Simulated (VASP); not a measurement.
# BN in VASP: how settings move the PBE single point

Aim: see what changed inputs do to the PBE single point of BN (rocksalt), under +1.9 % biaxial strain in x and y, z held. This is a trial cell built on a prototype, not taken from a measured structure, and it needn't be the compound's ground state.

Code: VASP 6.6.1. PAW datasets, plane waves. No spin polarisation (in the reference). The prototype was imposed, so other structures may be more stable.

**1. The structure to begin with**

The cell comes from an earlier relaxation with r2SCAN in another program, then strained, with the atoms relaxed again. Some of the altered inputs switch spin polarisation on.

The symmetry is I4/mmm (No. 139, tetragonal); conventional cell a = 2.515 Å, c = 3.492 Å, 5.52 Å³ an atom. B has 6 N at 1.75–1.78 Å; N has 6 B at 1.75–1.78 Å.

The structure in full:

```cif
data_structure
_symmetry_space_group_name_H-M 'P 1'
_symmetry_Int_Tables_number 1
_cell_length_a 2.4923
_cell_length_b 2.4923
_cell_length_c 2.5154
_cell_angle_alpha 59.693
_cell_angle_beta 59.693
_cell_angle_gamma 60.614
_cell_volume 11.05
loop_
_atom_site_label
_atom_site_type_symbol
_atom_site_fract_x
_atom_site_fract_y
_atom_site_fract_z
_atom_site_occupancy
B1 B 0.00000 0.00000 0.00000 1
N1 N 0.50000 0.50000 0.50000 1
```

**2. Baseline**

INCAR reads:

```
ENCUT = 520.000000
SIGMA = 0.020000
EDIFF = 1.00e-07
GGA = PE
PREC = Accurate
IBRION = -1
ISIF = 2
ISMEAR = -1
NBANDS = 11
NELM = 120
NSW = 0
LASPH = .TRUE.
LCHARG = .TRUE.
LELF = .TRUE.
LWAVE = .FALSE.
LREAL = .FALSE.
```

KPOINTS reads:

```
KPOINTS created by Atomic Simulation Environment
0
Gamma
12 12 12
0 0 0
```

POSCAR reads:

```
B  N
 1.0000000000000000
     0.0000000000000000    1.7786474624999999    1.7458259350000001
     1.7786474624999999    0.0000000000000000    1.7458259350000001
     1.7786474624999999    1.7786474624999999    0.0000000000000000
 B   N
   1   1
Cartesian
  0.0000000000000000  0.0000000000000000  0.0000000000000000
  1.7786474624999999  1.7786474624999999  1.7458259350000001
```

A file KPOINTS_OPT adds named points for the levels; it doesn't enter the self-consistent loop.

Potentials: the recommended PBE PAW datasets, 8 valence electrons.

Started as:

```bash
> mpirun -np 1 vasp_std
```

**3. Try 1**

INCAR reads:

```
ENCUT = 520.000000
SIGMA = 0.020000
EDIFF = 1.00e-07
GGA = PE
PREC = Accurate
IBRION = -1
ISIF = 2
ISMEAR = -1
NELM = 120
NSW = 0
LASPH = .TRUE.
LCHARG = .FALSE.
LWAVE = .FALSE.
LREAL = .FALSE.
NBANDS = 16
```

KPOINTS reads:

```
KPOINTS created by Atomic Simulation Environment
0
Monkhorst-Pack
12 12 12
0 0 0
```

POSCAR is that of step 2.

**4. Try 2**

INCAR reads:

```
ENCUT = 520.000000
SIGMA = 0.020000
EDIFF = 1.00e-07
GGA = PE
PREC = Accurate
IBRION = -1
ISIF = 2
ISMEAR = -1
NBANDS = 11
NSW = 0
LCHARG = .FALSE.
LWAVE = .FALSE.
LREAL = .FALSE.
ISPIN = 2
MAGMOM = -0.5 0.5
LASPH = .FALSE.
NELM = 76
```

KPOINTS is that of step 2.

POSCAR is that of step 2.

**Question.** What will these runs give? Wanted: for each run, changed; ending; energy change; pressure; electronic steps; usable.

The runs gave:

| run | changed | ending | energy change (meV/atom) | pressure (GPa) | gap on the mesh (eV; negative: overlap) | electronic steps | time | usable |
| --- | --- | --- | --- | --- | --- | --- | --- | --- |
| ref. | – | converged | 0 | -9.7 | 0.65 | 12 | 7.9 s | yes |
| 1 | NBANDS = 16, shifted mesh | converged | 0.0 | -9.7 | 0.83 | 12 | 30 s | yes |
| 2 | ISPIN = 2, MAGMOM = -0.5 0.5, LASPH = .FALSE., NELM = 76 | converged | 0.0 | -9.7 | – | 14 | 16 s | yes |

What this shows: Of 2 altered inputs, 2 gave usable results.
